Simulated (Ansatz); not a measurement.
# TiO2 (P1) in Ansatz: settings compared

The runs below take TiO2 through band structure, with PBEsol, r2SCAN.

All numbers are computed with Ansatz 0.2.0; they aren't measurements. Logs are shortened: lines on timing, memory, paths and dates and some standing lists are left out, and cuts for length are marked.

## Step 1: The structure

The typed cell holds 9 atoms: a = 2.968 Å, b = 4.708 Å, c = 7.241 Å, α = 88.08°, β = 78.18°, γ = 90.00°.

The cell comes from a database or a generator and needn't be the stable form of this composition.

## Step 2: Band structure, PBEsol

Contents of input.yaml:

```yaml
crystal:
  lattice:
    - [2.9682645463, 0.0, 0.0]
    - [0.0002080834, 4.7076067549, 0.0]
    - [1.4835696211, 0.242353462, 7.0834647979]
  atoms:
    - { symbol: Ti, position: [0.00337187, 0.00038881, 0.00070319] }
    - { symbol: Ti, position: [0.34464021, 0.48025965, 0.31695987] }
    - { symbol: Ti, position: [0.66170814, 0.52047436, 0.68449636] }
    - { symbol: O, position: [0.44003816, 0.18543769, 0.1285388] }
    - { symbol: O, position: [0.77792634, 0.29772875, 0.45187807] }
    - { symbol: O, position: [0.10123624, 0.30895342, 0.80624322] }
    - { symbol: O, position: [0.90649721, 0.69183699, 0.19517157] }
    - { symbol: O, position: [0.22940715, 0.70300728, 0.54951473] }
    - { symbol: O, position: [0.56802567, 0.81530006, 0.87282718] }
hamiltonian:
  xc: pbesol
  pseudopotentials: { kind: paw }
kpoints:
  mp_grid: { grid: [9, 6, 4] }
  band_path:
    path:
      - [[0.0, 0.0, 0.5], [0.0, 0.0, 0.0], [0.0, 0.5, 0.0]]
      - [[0.0, 0.5, 0.5], [0.0, 0.0, 0.0], [-0.5, -0.5, -0.5]]
      - [[-0.5, -0.5, 0.0], [0.0, 0.0, 0.0], [-0.5, 0.0, -0.5]]
      - [[-0.5, 0.0, 0.0], [0.0, 0.0, 0.0]]
    npoints: 10
scf:
  occupations: { method: fermi_dirac, width: 0.05 }
  n_extra_bands: 22
output:
  forces: true
  stress: true
  eigenvalues: true
  fatbands: true
```

Potentials or basis: Ansatz PAW.

Command:

```sh
> ansatz run input.yaml --threads 4 --pin off --max-ram 11264MiB --backend cpu --events-out ev --progress --plain --runs-dir out
```

Output:

```text
Warning: RAYON_NUM_THREADS=4 ignored (pool sized by the plan → 4); use --threads N
scf.n_extra_bands = 22 over 36 filled bands (N_el = 72.0): the run solves 58 bands
Engine: ansatz 0.2.0, x86_64-unknown-linux-gnu
Pseudopotentials: kind: paw
Pseudopotential: Ti, paw, valence charge 12, recommended cutoff 420 eV (normal), Ti.paw.azcp
Pseudopotential: O, paw, valence charge 6, recommended cutoff 420 eV (normal), O.paw.azcp
Functional definition: PBEsol
  exchange = pbesol_x
  correlation = pbesol_c
Crystal: 9 atoms, lattice volume = 98.980 Å³
Basis set: ecut = 420 eV, 1911 PW (Γ), exchange–correlation on 40×64×100 points (8 copies of the dense FFT grid, shifted against one another)
Bands: 58, of which v1, the nominal top of the filled ones, is band 36 counted from 1 (35 counted from 0)
Symmetry: 1 space group operations
Space group: P1 (ITA 1), of the structure as read, at distance tolerance 4.6e-5 Å
k-points: 110 of 216 (time reversal used)
Non-local potential: Ti, projectors of the file, l = 0: 3, l = 1: 2, l = 2: 3, l = 3: 1
Non-local potential: O, projectors of the file, l = 0: 2, l = 1: 2, l = 2: 1
PAW form: soft (Blöchl's): semilocal exchange-correlation on the pseudo side does not see the compensation charge
PAW frozen core: Ti, regenerated for the run's functional, and the local potential with it (the file was generated under x = pbe(κ = 0.804, μ = 0.2195149727645171), c = pbe(β = 0.06672455060314922))
PAW frozen core: O, regenerated for the run's functional, and the local potential with it (the file was generated under x = pbe(κ = 0.804, μ = 0.2195149727645171), c = pbe(β = 0.06672455060314922))
PAW one-centre angular grid: Ti, 590 points (default); XC on 64 Gauss nodes
PAW one-centre angular grid: O, 110 points (default); XC on 64 Gauss nodes
Initial density: superposition of atomic densities (neutral atoms: chi_scale 0, normalization atom), corrected by the library's trained network
Initial wavefunctions: pseudopotential atomic-orbital guess
Functional: x = pbesol(κ = 0.804, μ = 0.12345679012345678), c = pbesol(β = 0.046)
SCF iter   1: F=—  HF=-10799.217963 eV  |F-HF|=—  |Δ(HF+E_count)|=         —  Δρ=1.85e-2  dr2=2.93e-1  ethr=1.77e-3  ⟨swp⟩=5.9  Hψ=25666  notcnv=0  defer=492
preconditioner: auto → Resta (q_TF=auto, 2.587 Å⁻¹)  ε∞=4.9  [insulator: Δε(μ)=2.059 eV  Ē_g=13.177 eV  σ=0.050 eV  W_gap=1.00  n_scr=30 (ndim 8)  ℏωp=25.9 eV  f_vac=0.074  D(μ)=0.00/eV (n_scr^D=0)  ε∞_Penn≈4.9]
SCF iter   2: F=—  HF=-10799.176236 eV  |F-HF|=—  |Δ(HF+E_count)|=   4.17e-2  Δρ=1.05e-2  dr2=1.02e-1  ethr=4.07e-4  ⟨swp⟩=2.4  Hψ=10041  notcnv=0  defer=1425
SCF iter   3: F=—  HF=-10799.158333 eV  |F-HF|=—  |Δ(HF+E_count)|=   1.79e-2  Δρ=2.60e-3  dr2=4.94e-3  ethr=1.42e-4  ⟨swp⟩=2.0  Hψ=7904  notcnv=0  defer=1425
SCF iter   4: F=—  HF=-10799.157561 eV  |F-HF|=—  |Δ(HF+E_count)|=   7.72e-4  Δρ=6.44e-4  dr2=3.07e-4  ethr=6.85e-6  ⟨swp⟩=2.0  Hψ=9910  notcnv=0  defer=1425
SCF iter   5: F=—  HF=-10799.157668 eV  |F-HF|=—  |Δ(HF+E_count)|=   1.07e-4  Δρ=5.41e-4  dr2=3.30e-4  ethr=4.27e-7  ⟨swp⟩=2.0  Hψ=8689  notcnv=0  defer=1425
SCF iter   6: F=—  HF=-10799.157617 eV  |F-HF|=—  |Δ(HF+E_count)|=   5.07e-5  Δρ=1.11e-4  dr2=1.17e-5  ethr=4.27e-7  ⟨swp⟩=2.0  Hψ=6881  notcnv=0  defer=1425
SCF iter   7: F=—  HF=-10799.157613 eV  |F-HF|=—  |Δ(HF+E_count)|=   4.01e-6  Δρ=4.62e-5  dr2=2.15e-6  ethr=1.62e-8  ⟨swp⟩=2.0  Hψ=8887  notcnv=0  defer=1425
SCF iter   8: F=—  HF=-10799.157613 eV  |F-HF|=—  |Δ(HF+E_count)|=   2.75e-7  Δρ=2.38e-5  dr2=5.42e-7  ethr=2.99e-9  ⟨swp⟩=2.0  Hψ=6939  notcnv=0  defer=1425
SCF iter   9: F=-10799.157613 eV  HF=-10799.157613 eV  |F-HF|=1.19e-9  |Δ(HF+E_count)|=   3.62e-8  Δρ=4.31e-6  dr2=1.78e-8  ethr=1.39e-10  ⟨swp⟩=10.4  Hψ=30629  notcnv=0
SCF 1 converged in 9 iterations: F = -10799.157613 eV  dr2 = 1.78e-8
NSCF: frozen V_eff on 74 k-points
SCF converged after 9 iterations
Free energy (F): -10799.157613 eV
Harris-Foulkes:  -10799.157613 eV  (|F-HF|=1.19e-9)
Internal energy: -10799.157613 eV  (E = F + TS)
E sigma→0 (E₀):  -10799.157613 eV
Fermi energy:    8.940306 eV
--- Per-component energies (eV) ---
  E_band       = -655.629325
  E_kinetic    = 1863.807298
  E_local      = -5204.416274  (includes V_loc(G=0)·N_el)
  E_nonlocal   = 300.319197
  E_hartree    = 2012.695163
  E_xc         = -729.940566
  E_vxc        = -929.080111  (∫ρ·V_xc dr)
  E_paw        = -3972.619496  (= ΣΔE_a)
  E_vpaw       = -711.665714  (= ΣTr[D̂ρ^β])
  E_aug_tail   = 0.015277  (compensation charges beyond the density's cutoff)
  E_ewald      = -5069.648093
  E_core_change = 0.629880  (= ΣΔE_core)
  E_smearing   = -0.000000  (= −TS)
  E_closure    = -0.000000  (closes the sum)
  Σ components = -10799.157613   (vs F -10799.157613, Δ=0.00e0)
--- Forces (eV/Å), atoms counted from 1 ---
  atom   1  Ti    -0.00063273    -0.00180848     0.00210268
  atom   2  Ti     0.00276166     0.00979616     0.17650783
  atom   3  Ti     0.00075180    -0.00638811    -0.18013545
  atom   4  O     -0.00092648    -0.04842254    -0.02550338
  atom   5  O      0.00794473     0.18077178    -0.04099957
  atom   6  O     -0.00224790     0.00511479    -0.02544543
  atom   7  O      0.00049214    -0.00669403     0.02497611
  atom   8  O     -0.00384161    -0.18179297     0.04221014
  atom   9  O     -0.00430163     0.04942385     0.02628590
  max |Σ_I F_I| component: 1.18e-6 eV/Å
--- Stress (GPa, compression-positive) ---
       -4.092492      -0.017249       0.007369
       -0.017249      -1.633614      -0.210918
        0.007369      -0.210918      -2.823701
  P = ⅓ Tr σ = -2.8499 GPa (-28.499 kbar)
--- Band table (eV; the first three rows and the last of 110) ---
  k-point 0: bands = ["-48.5784", "-48.4392", "-48.4042", "-24.9882", "-24.9848", "-24.9183", "-24.8041", "-24.7868", "-24.7483", "-24.6739", "-24.6554", "-24.6003", "-9.9916", "-9.0094", "-8.9139", "-8.4116", "-8.3752", "-8.0383", "2.7968", "3.0343", "3.3559", "3.4925", "4.1148", "4.2490", "4.5496", "4.5948", "4.6456", "5.1974", "5.7600", "6.1735", "6.2199", "6.9058", "7.3824", "7.4696", "7.5581", "7.7746", "10.0712", "10.4762", "10.6035", "10.7460", "10.9501", "10.9947", "11.2194", "11.5388", "12.4411", "13.0653", "13.8222", "14.3874", "14.4424", "14.6741", "15.4273", "15.5078", "18.4595", "18.8551", "19.4504", "21.8182", "22.0727", "22.9962"]
  k-point 1: bands = ["-48.5784", "-48.4393", "-48.4041", "-25.0128", "-24.9659", "-24.9022", "-24.8042", "-24.8014", "-24.7374", "-24.6808", "-24.6549", "-24.6007", "-9.8966", "-9.2717", "-8.8689", "-8.3783", "-8.2469", "-8.0710", "2.6184", "3.0524", "3.2394", "3.7555", "4.1234", "4.1881", "4.2403", "4.5723", "5.0580", "5.4230", "5.8430", "6.1389", "6.4013", "6.8929", "7.1902", "7.2100", "7.3440", "7.8343", "10.1551", "10.5757", "10.6103", "10.6460", "10.8642", "10.9078", "11.1969", "11.7594", "12.4257", "12.9405", "14.1106", "14.3234", "14.5313", "14.6316", "15.2974", "15.8225", "17.7000", "19.3037", "19.6910", "21.2372", "21.8379", "23.1516"]
  k-point 2: bands = ["-48.5784", "-48.4394", "-48.4041", "-25.0240", "-24.9590", "-24.8861", "-24.8131", "-24.8044", "-24.7299", "-24.6883", "-24.6544", "-24.6010", "-9.6626", "-9.6001", "-8.8719", "-8.3219", "-8.1435", "-8.1269", "2.4533", "3.0678", "3.3816", "3.7156", "3.9664", "4.1326", "4.2319", "4.5501", "5.4463", "5.8514", "6.0623", "6.1392", "6.1943", "6.6515", "6.9364", "6.9886", "7.5443", "7.6777", "10.2047", "10.4696", "10.6376", "10.7822", "10.8111", "10.9810", "10.9995", "11.9656", "12.3592", "12.8789", "14.3567", "14.4199", "14.4583", "14.6554", "15.0799", "16.5437", "16.8025", "19.5056", "20.2724", "20.4266", "21.6594", "23.4866"]
  k-point 109: bands = ["-48.5394", "-48.3858", "-48.3796", "-25.2390", "-25.1056", "-25.0993", "-24.8685", "-24.8593", "-24.7614", "-24.7315", "-24.6971", "-24.6960", "-8.9538", "-8.8676", "-8.6155", "-8.4898", "-8.3538", "-8.2267", "3.1121", "3.2837", "3.6702", "3.7750", "4.0209", "4.2468", "4.3431", "4.6965", "4.9416", "5.5096", "5.7166", "5.8628", "6.0297", "6.1502", "6.3842", "6.4862", "6.7694", "7.0524", "10.3687", "10.4784", "10.9641", "11.1520", "11.2660", "11.3698", "11.4978", "11.7921", "11.9012", "13.2217", "13.2857", "13.8898", "14.1514", "14.8313", "14.9102", "19.4198", "19.6916", "20.6314", "21.4902", "22.0175", "22.4463", "23.2157"]
```

Run time: 2.1 min. Hardware: 4 threads of Intel Xeon at 2.50GHz (Skylake/Cascade Lake), shared host; peak memory 0.77 GiB.

Results:

```yaml
Free_energy: -10799.1576 eV
Pressure: -2.8 GPa
Largest_force: 0.187 eV/Å
Band_gap_on_the_k_mesh: 2.24 eV, indirect (least direct gap 2.30 eV)
Band_gap_along_the_path: 2.23 eV, indirect (least direct gap 2.28 eV)
```

Forces on the atoms (eV/Å):
```
Ti  -0.001 -0.002  0.002
Ti   0.003  0.010  0.177
Ti   0.001 -0.006 -0.180
O   -0.001 -0.048 -0.026
O    0.008  0.181 -0.041
O   -0.002  0.005 -0.025
O    0.000 -0.007  0.025
O   -0.004 -0.182  0.042
O   -0.004  0.049  0.026
```

Stress tensor (GPa, compression positive):
```
-4.09 -0.02  0.01
-0.02 -1.63 -0.21
 0.01 -0.21 -2.82
```

Levels at the corners of the path, in eV from the valence-band top:
```csv
point,band 34,band 35,band 36,band 37,band 38,band 39
X,-0.85,-0.29,-0.16,2.37,2.63,2.80
Γ,-0.37,-0.28,-0.06,2.23,2.64,2.77
Y,-0.93,-0.87,-0.77,2.31,2.68,2.76
L,-0.74,-0.71,-0.27,2.30,2.55,2.65
Γ,-0.37,-0.28,-0.06,2.23,2.64,2.77
Z,-0.77,-0.68,-0.58,2.39,2.53,2.97
N,-0.76,-0.68,-0.58,2.39,2.53,2.97
Γ,-0.37,-0.28,-0.06,2.23,2.64,2.77
M,-1.31,-1.18,-1.05,2.52,2.60,3.21
R,-1.31,-1.17,-1.06,2.52,2.59,3.21
Γ,-0.37,-0.28,-0.06,2.23,2.64,2.77
```

Caveat: the pressure holds a Pulay correction of +0.8 GPa for the finite cutoff; the PAW data sets come from PBE, with cores solved anew for the run's functional, which leaves a small shift of forces and pressure.

## Step 3: Band structure, r2SCAN

input.yaml, as its differences from that of step 2:

```diff
@@ -16,3 +16,3 @@
 hamiltonian:
-  xc: pbesol
+  xc: r2scan
   pseudopotentials: { kind: paw }
@@ -34,2 +34,2 @@
   eigenvalues: true
-  fatbands: true
+  fatbands: false
```

Potentials or basis: Ansatz PAW.

Command:

```sh
> ansatz run input.yaml --threads 4 --pin off --max-ram 11264MiB --backend cpu --events-out ev --progress --plain --runs-dir out
```

It took 3.7 min on 4 threads of Intel Xeon at 2.50GHz (Skylake/Cascade Lake), shared host; peak memory 1 GiB.

Results (log left out):

| Quantity | Value |
| --- | --- |
| Free energy | -10938.5567 eV |
| Pressure | -1.2 GPa |
| Largest force | 0.144 eV/Å |
| Band gap on the k mesh | 2.62 eV, indirect (least direct gap 2.68 eV) |
| Band gap along the path | 2.61 eV, indirect (least direct gap 2.66 eV) |

Forces in eV/Å, atoms in the order of the input:
```
Ti   0.001 -0.002  0.002
Ti   0.004 -0.003  0.082
Ti   0.001  0.007 -0.086
O   -0.002 -0.030 -0.025
O    0.008  0.141 -0.019
O   -0.003  0.011 -0.030
O    0.000 -0.012  0.029
O   -0.004 -0.142  0.021
O   -0.005  0.031  0.026
```

Stress tensor (GPa, compression positive):
```
-1.47 -0.02  0.01
-0.02 -0.88 -0.09
 0.01 -0.09 -1.21
```

Levels at the corners of the path, in eV from the valence-band top:
```tsv
point	band 34	band 35	band 36	band 37	band 38	band 39
X	-0.84	-0.31	-0.15	2.75	3.01	3.18
Γ	-0.39	-0.28	-0.06	2.61	3.02	3.17
Y	-0.95	-0.87	-0.79	2.69	3.06	3.15
L	-0.78	-0.74	-0.27	2.68	2.92	3.03
Γ	-0.39	-0.28	-0.06	2.61	3.02	3.17
Z	-0.79	-0.71	-0.60	2.78	2.92	3.34
N	-0.79	-0.71	-0.60	2.78	2.92	3.34
Γ	-0.39	-0.28	-0.06	2.61	3.02	3.17
M	-1.33	-1.19	-1.07	2.90	2.97	3.57
R	-1.33	-1.19	-1.08	2.90	2.97	3.57
Γ	-0.39	-0.28	-0.06	2.61	3.02	3.17
```

Caveat: the PAW data sets come from PBE, with cores solved anew for the run's functional, which leaves a small shift of forces and pressure. r2SCAN opens gaps a little over a GGA but as a rule still falls short of measured ones.
